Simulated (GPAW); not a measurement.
Runs of GPAW 26.7.0 on KTaO3. Symmetry: Pm-3m, No. 221, cubic system. Conventional cell: a = 3.988 Å, b = 3.988 Å, c = 3.988 Å, α = 90.00°, β = 90.00°, γ = 90.00°. Ta (site symmetry m-3m) has 6 O at 1.99 Å as nearest neighbours. Around K (site symmetry m-3m) lie 12 O at 2.82 Å. Around O (site symmetry 4/mmm) lie 2 Ta at 1.99 Å. 

```tsv
task	level	potentials or basis	spin	band path	band points	spin axis theta (degrees)	spin axis phi (degrees)	eigensolver	gap on the mesh (eV)	pressure (GPa)	V0 of scaled cells (Å³/atom)	B0 (GPa)
band structure	LDA	the program's PAW data sets (release 1.2.1) made for this functional, pw	SOC, no magnetisation	GXMGRX,MR	60	90	0	-	(c)	-6.5	-	-
band structure	PBE	GPAW PAW data sets (gpaw-data 1.2.1), pw	SOC, no magnetisation	GXMGRX,MR	60	90	0	-	2.01	6.1	-	-
band structure	OLYP	PAW data sets generated in the run's folder for this functional, pw	SOC, no magnetisation	GXMGRX,MR	80	0	0	davidson	2.06	9.2	-	-
band structure	BP86	PAW data sets generated in the run's folder for this functional, pw	SOC, no magnetisation	GXMGRX,MR	60	90	45	-	2.00	(a)	-	-
band structure	r2SCAN	GPAW PAW data sets (gpaw-data 1.2.1), pw	SOC, no magnetisation	GXMGRX,MR	60	90	45	-	(b)	0.3	-	-
equation of state	PBEsol+D3(BJ)	PAW data sets generated in the run's folder for this functional, pw	off	-	-	-	-	-	-	-	12.51	209
band structure	C09-vdW	GPAW PAW data sets (gpaw-data 1.2.1), pw	SOC, no magnetisation	GXMGRX,MR	80	0	0	-	1.97	-	-	-
equation of state	revPBE+D3(BJ)	the program's PAW data sets (release 1.2.1) made for this functional, pw	off	-	-	-	-	-	-	-	12.96	190
```

Alike in all rows: cell as given; k mesh 6 × 6 × 6; cutoff (eV) 800; smearing fermi-dirac 0.05 eV.

**Question.** Fill in the values left out.

**Answer.** (a) 4.8; (b) 2.44; (c) 1.87.

Caveats: spin-orbit coupling was added after a scalar SCF, so levels and gaps hold it while energy, forces, pressure and moments don't (some runs); this program's spin-orbit splittings come out too wide for heavy elements (some runs); the PAW data sets were made with another functional, which shifts forces and pressure a little (some runs).

A k mesh can miss the band edges, and rows without SOC leave out spin-orbit coupling on Ta.
